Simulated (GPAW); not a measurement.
# Mn (P6_3/mmc) in GPAW: equation of state

Aim: energy against volume of Mn in PBE, for its equilibrium volume and stiffness.

All numbers are computed with GPAW 26.7.0; they aren't measurements. Logs are shortened: lines on timing, memory, paths and dates and some standing lists are left out, and cuts for length are marked. The log counts tension as positive stress, the text compression.

## 1. Starting point

Symmetry: P6_3/mmc, No. 194, hexagonal system. The conventional cell has a = 2.484 Å, b = 2.484 Å, c = 4.026 Å, α = 90.00°, β = 90.00°, γ = 120.00°. Mn (site symmetry -6m2) has 12 Mn at 2.47 to 2.48 Å as nearest neighbours.

This isn't the form of Mn at room conditions, which is a 58-atom cubic cell.

## 2. Equation of state, PBE, collinear spin, ferromagnetic start

run.py

```python
from ase.eos import EquationOfState
from ase.io import Trajectory, read
from ase.units import GPa
from gpaw import GPAW, PW

atoms = read('Mn.xyz')
atoms.set_initial_magnetic_moments([4.0, 4.0])

traj = Trajectory('eos.traj', 'w')
volumes, energies = [], []
for x in [0.94, 0.96, 0.98, 1.0, 1.02, 1.04, 1.06]:
    a = atoms.copy()
    a.set_cell(atoms.cell * x**(1 / 3), scale_atoms=True)
    calc = GPAW(mode=PW(600),
                xc='PBE',
                kpts={'size': (12, 12, 7), 'gamma': True},
                occupations={'name': 'fermi-dirac', 'width': 0.05},
                nbands=28,
                convergence={'density': 1e-05, 'energy': 1e-05},
                maxiter=150,
                txt=f'eos-{x:.2f}.txt')
    a.calc = calc
    energies.append(a.get_potential_energy(force_consistent=True))
    volumes.append(a.get_volume())
    p = -a.get_stress()[:3].mean() / GPa
    calc.write(f'eos-{x:.2f}.gpw')
    traj.write(a)
    print(f'{x:.2f} {volumes[-1]:10.4f} A^3 {energies[-1]:14.6f} eV {p:9.3f} GPa', flush=True)

v0, e0, B = EquationOfState(volumes, energies, eos='birchmurnaghan').fit()
print(f'V0 = {v0:.4f} A^3, E0 = {e0:.6f} eV, B0 = {B / GPa:.2f} GPa')
```

Mn.xyz

```xyz
2
Lattice="2.4836457705 0.0000000000 0.0000000000 -1.2418228853 2.1509003313 0.0000000000 0.0000000000 0.0000000000 4.0261950000" Properties=species:S:1:pos:R:3 pbc="T T T"
Mn    -0.0000000002      1.4339335543      1.0065487500
Mn     1.2418228854      0.7169667770      3.0196462500
```

Potentials or basis: GPAW PAW data sets (gpaw-data 1.2.1), pw.

The run is started by

```bash
OMP_NUM_THREADS=1 python run.py
```

The program printed:

```text
__  _  _
 | _ |_)|_||  |
 |__||  | ||/\| - 26.7.0

Input parameters:
  mode=PW(ecut=600.0),
  convergence={'density': 1e-05, 'energy': 1e-05},
  kpts=MonkhorstPack(size=(12, 12, 7), gamma=True),
  maxiter=150,
  nbands=28,
  occupations=Occupations(name='fermi-dirac', width=0.05),
  xc=XC(name='PBE')

Diagonalizing LCAO Hamiltonian
Converting LCAO to pw mode

          Mn

        Mn

Atoms  # Å, Bohr magnetons
|   | symbol |         x |        y |        z |    initial magnetic moments |
|---|--------|-----------|----------|----------|-----------------------------|
| 0 |     Mn | -0.000000 | 1.404661 | 0.986001 | ( 0.0000,  0.0000,  4.0000) |
| 1 |     Mn |  1.216472 | 0.702331 | 2.958004 | ( 0.0000,  0.0000,  4.0000) |

Unit cell  # Å
| periodic |         x |        y |        z |  lengths |     angles |
|----------|-----------|----------|----------|----------|------------|
|      yes |  2.432945 | 0.000000 | 0.000000 | 2.432945 |  90.000000 |
|      yes | -1.216472 | 2.106992 | 0.000000 | 2.432945 |  90.000000 |
|      yes |  0.000000 | 0.000000 | 3.944005 | 3.944005 | 120.000000 |

Number of symmetries: 12
Symmetry operations  # r_c * U_cc + t_c -> r_c
|    | kind |            matrix            |
|----|------|------------------------------|
|  0 |  σ   |  1, 1, 0,  0,-1, 0,  0, 0, 1 |
|  1 |  S6  |  1, 1, 0, -1, 0, 0,  0, 0,-1 |
|  2 |  E   |  1, 0, 0,  0, 1, 0,  0, 0, 1 |
|  3 |  C2  |  1, 0, 0, -1,-1, 0,  0, 0,-1 |
|  4 |  C2  |  0, 1, 0,  1, 0, 0,  0, 0,-1 |
|  5 |  C3  |  0, 1, 0, -1,-1, 0,  0, 0, 1 |
|  6 |  S6  |  0,-1, 0,  1, 1, 0,  0, 0,-1 |
|  7 |  σ   |  0,-1, 0, -1, 0, 0,  0, 0, 1 |
|  8 |  σ   | -1, 0, 0,  1, 1, 0,  0, 0, 1 |
|  9 |  i   | -1, 0, 0,  0,-1, 0,  0, 0,-1 |
| 10 |  C3  | -1,-1, 0,  1, 0, 0,  0, 0, 1 |
| 11 |  C2  | -1,-1, 0,  0, 1, 0,  0, 0,-1 |

BZ-sampling:
  Number of BZ points: 1008
  Number of IBZ points: 112

  Monkhorst-Pack size: [12, 12, 7]
  Monkhorst-Pack shift: [0.041666666666666664, 0.041666666666666664, 0.0]

K-points  # in reciprocal-cell coordinates
|     |                                coordinates |     weight |
|-----|--------------------------------------------|------------|
|   0 | ( -0.00000000,  -0.00000000,   0.00000000) | 0.00099206 |
|   1 | ( -0.00000000,  -0.00000000,   0.14285714) | 0.00198413 |
|   2 | ( -0.00000000,  -0.00000000,   0.28571429) | 0.00198413 |
|   3 | ( -0.00000000,  -0.00000000,   0.42857143) | 0.00198413 |
|   4 | (  0.08333333,  -0.00000000,  -0.42857143) | 0.00595238 |
|   5 | (  0.08333333,  -0.00000000,  -0.28571429) | 0.00595238 |
|   6 | (  0.08333333,  -0.00000000,  -0.14285714) | 0.00595238 |
|   7 | (  0.08333333,  -0.00000000,   0.00000000) | 0.00595238 |
|   8 | (  0.08333333,  -0.00000000,   0.14285714) | 0.00595238 |
|   9 | (  0.08333333,  -0.00000000,   0.28571429) | 0.00595238 |
| ... |                                            |            |
| 111 | (  0.50000000,   0.50000000,   0.42857143) | 0.00595238 |

Plane wave coefficients: 699
Cutoff: 600.0 eV

Spin-components: 2 (collinear spins)
Bands:           28
Projectors:      12
Spin-degeneracy: 1
Datatype:        complex128

Parallelization:
  kpt:    1
  domain: 1
  band:   1

Density:
  Valence electrons: 30.0
  Components: 2
  Grid points: [14 14 24]
  Charge: 0.0  # |e|

Potential:
  Grid points: [14 14 24]

species:
  Mn:
    name:    Manganese
    Z:       25.0
    valence: 15
    core:    10
    charge:  0.0  # [|e|]
    compensation charges:
      type: gauss
      rc: 0.38  # [Å]
      lmax: 2
    cutoffs:
      filter: 2.14  # [Å]
      core: 0.86  # [Å]
    projectors
    | kind |    occ | energy [eV] | rcut [Å] |
    |------|--------|-------------|----------|
    |   3s |  2.000 |     -85.859 |    1.275 |
    |   4s |  2.000 |      -5.106 |    1.275 |
    |   3p |  6.000 |     -54.597 |    1.281 |
    |   4p |  0.000 |      -1.371 |    1.281 |
    |   3d |  5.000 |      -6.771 |    1.138 |
    |    d |        |      20.441 |    1.138 |

    Using partial waves for Mn as LCAO basis

Reference energy: -63028.176146  # eV

eigensolver:
  PPCG
  Converge bands: occupied
  niter=2

density mixing:
  MSR1-Mixer
  Pratt-step length: 0.05
  Maximum mixing coefficient: 0.75
  Old densities: 10
  SVD Regularization: 0.005
  Good broyden scale: 1.0
  Trust region scale: 1.0
  Backstep threshold: 4.0
  History deletion threshold: 6.0
  Fourier metric: weight=20.0, sigma=0.015

occupation numbers:
  Fermi-Dirac:
    width: 0.0500  # eV

poisson solver:
  ecut: 4800.0  # eV

xc functional:
  name: PBE with 2 nearest neighbor stencil

convergence criteria:
- Maximum integral of absolute [dens]ity change: 1e-05 electrons / valence electron
- Maximum [total energy] change in last 3 cyles: 1e-05 eV / valence electron
- Maximum integral of absolute [eigenst]ate change: 4e-08 eV^2 / valence electron
maximum number of iterations: 150

SCF iterations
|iter     | |      energy | eigst |  dens |  magmom |
|---------|-|-------------|-------|-------|---------|
|iter:   1| |  -16.792544 | +0.18 |       |  +8.0156|
|iter:   2| |  -16.820194 | -2.87 | -0.83 |  +7.8397|
|iter:   3| |  -18.257374 | -2.64 | -0.85 |  +4.9350|
|iter:   4| |  -18.994831 | -2.43 | -1.03 |  +1.9938|
|iter:   5| |  -19.204506 | -2.87 | -1.44 |  -0.2482|
|iter:   6| |  -19.270692 | -2.89 | -1.69 |  -0.0681|
|iter:   7| |  -19.271375 | -4.31 | -2.05 |  +0.0402|
|iter:   8| |  -19.273439 | -4.22 | -2.35 |  -0.0372|
|iter:   9| |  -19.273561 | -5.96 | -2.93 |  -0.0046|
|iter:  10| |  -19.273589c| -6.25 | -3.46 |  -0.0012|
|iter:  11| |  -19.273592c| -7.49c| -4.17 |  +0.0004|
|iter:  12| |  -19.273592c| -8.26c| -4.55 |  +0.0004|
|iter:  13| |  -19.273593c| -7.94c| -4.90 |  +0.0001|
|iter:  14| |  -19.273593c| -8.44c| -5.45c|  +0.0000|

Converged in 14 steps
Energy contributions relative to reference atoms: (reference = -63028.176146)

Energy contributions:
  Kinetic:           3.730378
  Coulomb:          -3.746571
  Zero:              0.454271
  External:          0.000000
  Xc:              -19.701764
  Entropy:          -0.019815
  Spinorbit:         0.000000
  ----------------------------
  Free energy:     -19.283500
  Extrapolated:    -19.273593

dipole moment: (0.000000, 0.000000, 0.000000)  # |e|*Ang

Total magnetic moment: (0.000000, 0.000000, 0.000037)

Local magnetic moments
|        x |        y |        z |
|----------|----------|----------|
| 0.000000 | 0.000000 | 0.000018 |  # Mn   0
| 0.000000 | 0.000000 | 0.000018 |  # Mn   1

Fermi level: 11.525
Eigenvalues  # (at kpt = [-0.000, -0.000, 0.000])
| band index |      eig [eV] | occ [0-1] |      eig [eV] | occ [0-1] |
|------------|---------------|-----------|---------------|-----------|
|          0 |       -67.655 |     1.000 |       -67.655 |     1.000 |
|        ... |               |           |               |           |
|          7 |       -35.882 |     1.000 |       -35.882 |     1.000 |
|          8 |         3.092 |     1.000 |         3.092 |     1.000 |
|          9 |         6.802 |     1.000 |         6.802 |     1.000 |
|         10 |        10.448 |     1.000 |        10.448 |     1.000 |
|         11 |        10.478 |     1.000 |        10.478 |     1.000 |
|         12 |        10.478 |     1.000 |        10.478 |     1.000 |
[... 8 lines left out ...]
|         21 |        32.946 |     0.000 |        32.946 |     0.000 |
|         22 |        36.463 |     0.000 |        36.463 |     0.000 |
|        ... |               |           |               |           |
|         27 |        39.709 |     0.000 |        39.709 |     0.000 |

No gap
No difference between direct/indirect transitions

Stress tensor  # eV/Ang^3
|         x |         y |         z |
|-----------|-----------|-----------|
| -0.131562 | -0.000000 |  0.000000 |
| -0.000000 | -0.131562 |  0.000000 |
|  0.000000 |  0.000000 | -0.128360 |

# Writing to eos-0.94.gpw (mode='')
```

Run time: 13 min. Hardware: 1 thread of Arm Neoverse V2, shared host; peak memory 0.27 GiB.

What came out:

```
Equilibrium volume                        : 10.78 Å³/atom
Bulk modulus at fixed shape and positions : 284 GPa
Pressure derivative of the bulk modulus   : 4.4
```

Energy against volume, from the lowest point:
```
volume (Å³/atom)  energy (meV/atom)
          10.109              41.10
          10.324              18.16
          10.539               4.79
          10.754               0.00
          10.969               2.94
          11.184              12.81
          11.399              28.89
```

Caveat: the cell was scaled at fixed shape and fractional positions, which overstates the stiffness of a crystal with free parameters, most of all of layers and chains.
